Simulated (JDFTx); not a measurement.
# InP (F-43m) in JDFTx: single point with BP86+D2

Aim: the single point of InP with BP86+D2.

Everything below comes from runs of JDFTx 1.7.0 (patched build). Logs are shortened: lines on timing, memory, paths and dates and some standing lists are left out, and cuts for length are marked. The log counts tension as positive stress, the text compression.

**Measured values to compare with.**

A printed reference work, data compilation reports, for a bulk crystal of InP at 1.6 K: band gap 1.4236 eV (direct).

How close the calculation comes is told below.

### 1 The crystal as given

It takes space group F-43m (No. 216, cubic). Conventional cell: a = 5.861 Å, b = 5.861 Å, c = 5.861 Å, α = 90.00°, β = 90.00°, γ = 90.00°. In (site symmetry -43m) is surrounded by 4 P at 2.54 Å. P (site symmetry -43m) has 4 In at 2.54 Å as nearest neighbours.

### 2 Single point, BP86+D2

File InP.in:

```
lattice \
    0.0000000000     5.5378424082     5.5378424082 \
    5.5378424082     0.0000000000     5.5378424082 \
    5.5378424082     5.5378424082     0.0000000000
coords-type Cartesian
ion In     0.0000000000     0.0000000000     0.0000000000 1
ion P      8.3067636123     8.3067636123     8.3067636123 1

ion-species pseudo/In.upf
ion-species pseudo/P.upf
elec-cutoff 40 320
elec-ex-corr gga-x-b88 gga-c-p86
van-der-waals 1.05
kpoint-folding 6 6 6
elec-smearing Fermi 0.00091873305
elec-n-bands 15
electronic-SCF nIterations 100 energyDiffThreshold 1e-09
electronic-minimize nIterations 30 energyDiffThreshold 1e-7
converge-empty-states yes
forces-output-coords Cartesian

dump-name run.$VAR
dump End Ecomponents EigStats BandEigs Kpoints Forces Stress State
```

Potentials or basis: SG15-PBE-1.2 with smoothed tails.

Command:

```
> jdftx -c 1 -i InP.in -o InP.out
```

Log:

```text
*************** JDFTx 1.7.0 (patched build) ***************

Input parsed successfully to the following command list (including defaults):
[... the input with its defaults ...]

---------- Setting up symmetries ----------

Found 48 point-group symmetries of the bravais lattice
Found 24 space-group symmetries with basis
Applied RMS atom displacement 1.08415e-15 bohrs to make symmetries exact.

---------- Initializing the Grid ----------
R =
[            0      5.53784      5.53784  ]
[      5.53784            0      5.53784  ]
[      5.53784      5.53784            0  ]
unit cell volume = 339.666
G =
[  -0.567295   0.567295   0.567295  ]
[   0.567295  -0.567295   0.567295  ]
[   0.567295   0.567295  -0.567295  ]
Minimum fftbox size, Smin = [  64  64  64  ]
Chosen fftbox size, S = [  64  64  64  ]

---------- Initializing tighter grid for wavefunction operations ----------
R =
[            0      5.53784      5.53784  ]
[      5.53784            0      5.53784  ]
[      5.53784      5.53784            0  ]
unit cell volume = 339.666
G =
[  -0.567295   0.567295   0.567295  ]
[   0.567295  -0.567295   0.567295  ]
[   0.567295   0.567295  -0.567295  ]
Minimum fftbox size, Smin = [  48  48  48  ]
Chosen fftbox size, S = [  48  48  48  ]

---------- Exchange Correlation functional ----------
Initialized LibXC exchange functional 'Becke 88'
Initialized LibXC correlation functional 'Perdew 86'

---------- Setting up pseudopotentials ----------
Width of ionic core gaussian charges (only for fluid interactions / plotting) set to 0

Reading pseudopotential file 'pseudo/In.upf':
  'In' pseudopotential, 'PBE' functional
  Generated using ONCVPSP code by D. R. Hamann
  13 valence electrons, 0 orbitals, 6 projectors, 602 radial grid points, with lMax = 2
  Core radius for overlap checks: 2.64 bohrs.

Reading pseudopotential file 'pseudo/P.upf':
  'P' pseudopotential, 'PBE' functional
  Generated using ONCVPSP code by D. R. Hamann
  5 valence electrons, 0 orbitals, 4 projectors, 602 radial grid points, with lMax = 1
  Core radius for overlap checks: 1.79 bohrs.

Initialized 2 species with 2 total atoms.

Folded 1 k-points by 6x6x6 to 216 k-points.

---------- Setting up k-points, bands, fillings ----------
Adding inversion symmetry to k-mesh for non-inversion-symmetric unit cell.
Reduced to 16 k-points under symmetry.
Computing the number of bands and number of electrons
Calculating initial fillings.
nElectrons:  18.000000   nBands: 15   nStates: 16

----- Setting up reduced wavefunction bases (one per k-point) -----
average nbasis = 4104.255 , ideal nbasis = 4104.268

Initializing DFT-D2 calculator:
	In:  C6:  647.33 Eh-a0^6  R0: 3.160 a0
	 P:  C6:  135.99 Eh-a0^6  R0: 3.222 a0

---------- Setting up ewald sum ----------
Optimum gaussian width for ewald sums = 2.515192 bohr.
Real space sum over 1331 unit cells with max indices [  5  5  5  ]
Reciprocal space sum over 2197 terms with max indices [  6  6  6  ]

---------- Allocating electronic variables ----------
Initializing wave functions:  (No orbitals for LCAO)  bandwidth-limited random numbers

Setting the auxilliary hamiltonian equal to the subspace hamiltonian.

-------- Electronic minimization -----------
Will mix electronic density at each iteration.
	FillingsUpdate:  mu: +0.815452528  nElectrons: 18.000000
	FillingsUpdate:  mu: -0.708847007  nElectrons: 18.000000
SCF: Cycle:  0   F: -46.019910052466699   dF: -1.044e+01   |Residual|: 2.163e+00   |deigs|: 1.253e+00
	FillingsUpdate:  mu: -0.195753092  nElectrons: 18.000000
SCF: Cycle:  1   F: -51.120832504512947   dF: -5.101e+00   |Residual|: 2.335e+00   |deigs|: 2.407e-01
	FillingsUpdate:  mu: -0.076067530  nElectrons: 18.000000
SCF: Cycle:  2   F: -52.246124983276587   dF: -1.125e+00   |Residual|: 2.099e+00   |deigs|: 2.746e-01
	FillingsUpdate:  mu: +0.121773084  nElectrons: 18.000000
SCF: Cycle:  3   F: -58.783065018551731   dF: -6.537e+00   |Residual|: 1.325e+00   |deigs|: 5.338e-01
	FillingsUpdate:  mu: +0.254068316  nElectrons: 18.000000
SCF: Cycle:  4   F: -58.146872279405386   dF: +6.362e-01   |Residual|: 1.279e+00   |deigs|: 3.303e-01
	FillingsUpdate:  mu: +0.227533094  nElectrons: 18.000000
SCF: Cycle:  5   F: -58.830731061841583   dF: -6.839e-01   |Residual|: 8.052e-01   |deigs|: 1.344e-01
	FillingsUpdate:  mu: +0.253211936  nElectrons: 18.000000
SCF: Cycle:  6   F: -58.701133659920146   dF: +1.296e-01   |Residual|: 1.207e+00   |deigs|: 2.359e-01
	FillingsUpdate:  mu: +0.255669447  nElectrons: 18.000000
SCF: Cycle:  7   F: -58.733452395749680   dF: -3.232e-02   |Residual|: 9.634e-01   |deigs|: 3.553e-02
	FillingsUpdate:  mu: +0.276139194  nElectrons: 18.000000
SCF: Cycle:  8   F: -58.927008218142731   dF: -1.936e-01   |Residual|: 4.609e-01   |deigs|: 9.420e-02
	FillingsUpdate:  mu: +0.311239562  nElectrons: 18.000000
SCF: Cycle:  9   F: -58.936463318002552   dF: -9.455e-03   |Residual|: 5.460e-01   |deigs|: 1.628e-01
	FillingsUpdate:  mu: +0.301790380  nElectrons: 18.000000
SCF: Cycle: 10   F: -58.963427849987127   dF: -2.696e-02   |Residual|: 3.504e-01   |deigs|: 2.204e-02
	FillingsUpdate:  mu: +0.289649656  nElectrons: 18.000000
SCF: Cycle: 11   F: -59.003743538781045   dF: -4.032e-02   |Residual|: 1.006e-01   |deigs|: 4.166e-02
	FillingsUpdate:  mu: +0.288909503  nElectrons: 18.000000
SCF: Cycle: 12   F: -59.008192674889884   dF: -4.449e-03   |Residual|: 8.133e-03   |deigs|: 1.746e-02
	FillingsUpdate:  mu: +0.289348722  nElectrons: 18.000000
SCF: Cycle: 13   F: -59.008195399828104   dF: -2.725e-06   |Residual|: 7.812e-03   |deigs|: 6.012e-04
	FillingsUpdate:  mu: +0.289757419  nElectrons: 18.000000
SCF: Cycle: 14   F: -59.008224849409125   dF: -2.945e-05   |Residual|: 3.362e-03   |deigs|: 1.467e-03
	FillingsUpdate:  mu: +0.289804747  nElectrons: 18.000000
SCF: Cycle: 15   F: -59.008231558948260   dF: -6.710e-06   |Residual|: 1.300e-03   |deigs|: 6.115e-04
	FillingsUpdate:  mu: +0.289815681  nElectrons: 18.000000
SCF: Cycle: 16   F: -59.008232274931089   dF: -7.160e-07   |Residual|: 6.488e-04   |deigs|: 1.941e-04
	FillingsUpdate:  mu: +0.289850597  nElectrons: 18.000000
SCF: Cycle: 17   F: -59.008232644358849   dF: -3.694e-07   |Residual|: 1.280e-04   |deigs|: 1.937e-04
	FillingsUpdate:  mu: +0.289854935  nElectrons: 18.000000
SCF: Cycle: 18   F: -59.008232686051777   dF: -4.169e-08   |Residual|: 1.060e-04   |deigs|: 6.918e-05
	FillingsUpdate:  mu: +0.289853326  nElectrons: 18.000000
SCF: Cycle: 19   F: -59.008232694801343   dF: -8.750e-09   |Residual|: 4.220e-05   |deigs|: 7.940e-05
	FillingsUpdate:  mu: +0.289851619  nElectrons: 18.000000
SCF: Cycle: 20   F: -59.008232700045845   dF: -5.245e-09   |Residual|: 7.691e-06   |deigs|: 9.191e-05
	FillingsUpdate:  mu: +0.289852070  nElectrons: 18.000000
SCF: Cycle: 21   F: -59.008232701108952   dF: -1.063e-09   |Residual|: 1.097e-05   |deigs|: 6.874e-05
	FillingsUpdate:  mu: +0.289852057  nElectrons: 18.000000
SCF: Cycle: 22   F: -59.008232701868657   dF: -7.597e-10   |Residual|: 4.104e-06   |deigs|: 9.728e-05
	FillingsUpdate:  mu: +0.289852175  nElectrons: 18.000000
SCF: Cycle: 23   F: -59.008232702024578   dF: -1.559e-10   |Residual|: 2.534e-06   |deigs|: 2.821e-05
SCF: Converged (|Delta E|<1.000000e-09 for 2 iters).

Setting wave functions to eigenvectors of Hamiltonian
Converging empty states (this may take a while): |deigs|: 6.703e-05

# Stress tensor in Cartesian coordinates [Eh/a0^3]:
[  6.45716e-05            0            0  ]
[            0  6.45716e-05            0  ]
[            0            0  6.45716e-05  ]

# Ionic positions in cartesian coordinates:
ion In  -0.000000000000000  -0.000000000000001  -0.000000000000001 1
ion P   8.306763612299999   8.306763612299999   8.306763612299999 1

# Forces in Cartesian coordinates:
force In  -0.000000000000000   0.000000000000000   0.000000000000000 1
force P  -0.000000000000000   0.000000000000000   0.000000000000000 1

# Energy components:
   Eewald =      -44.8602020983078873
       EH =       15.1280794876068132
     Eloc =      -45.4901956582422144
      Enl =      -10.3435000017240739
     EvdW =       -0.0353467371210045
      Exc =       -8.7648357952467357
       KE =       35.3577681017583529
-------------------------------------
     Etot =      -59.0082327012767536
       TS =        0.0000000007478240
-------------------------------------
        F =      -59.0082327020245785

IonicMinimize: Iter:   0  F: -59.008232702024578  |grad|_K:        nan
IonicMinimize: None of the convergence criteria satisfied after 0 iterations.

Dumping 'run.eigStats' ...
	eMin: -0.253416 at state 12 ( [ +0.000000 +0.500000 +0.500000 ] spin 0 )
	HOMO: +0.277186 at state 0 ( [ +0.000000 +0.000000 +0.000000 ] spin 0 )
	mu  : +0.289852
	LUMO: +0.301509 at state 0 ( [ +0.000000 +0.000000 +0.000000 ] spin 0 )
	eMax: +0.691032 at state 15 ( [ +0.166667 +0.500000 -0.333333 ] spin 0 )
	HOMO-LUMO gap: +0.024323
	Optical gap  : +0.024323 at state 0 ( [ +0.000000 +0.000000 +0.000000 ] spin 0 )
Done!
```

Run time: 1.7 min. Hardware: 1 thread of Arm Neoverse V1, shared host; peak memory 0.13 GiB.

Results:

| Property | Result |
| --- | --- |
| Free energy | -1605.6958 eV |
| Pressure | -1.9 GPa |
| Band gap on the k mesh | 0.66 eV, direct |

Levels at points of the mesh, in eV from the valence-band top:
```
           k point  band 7  band 8  band 9  band 10  band 11  band 12
(0.00, 0.00, 0.00)    0.00    0.00    0.00     0.66     4.08     4.08
(0.00, 0.00, 0.50)   -5.74   -0.97   -0.97     1.47     4.81     4.81
(0.00, 0.50, 0.50)   -5.78   -2.32   -2.32     1.78     2.27     9.22
```

Caveat: the potentials were made for another functional, which shifts forces and pressure; spin-orbit coupling is left out, which moves the levels of the heavy elements.

### 3 How close it comes

Step 2. Measured gap of InP: 1.4236 eV (direct; 1.6 K; a printed reference work, data compilation). This calculation gives 0.66 eV (-0.76 eV). Spin-orbit coupling on In is left out. The value is that of BP86+D2, without temperature or zero-point motion.
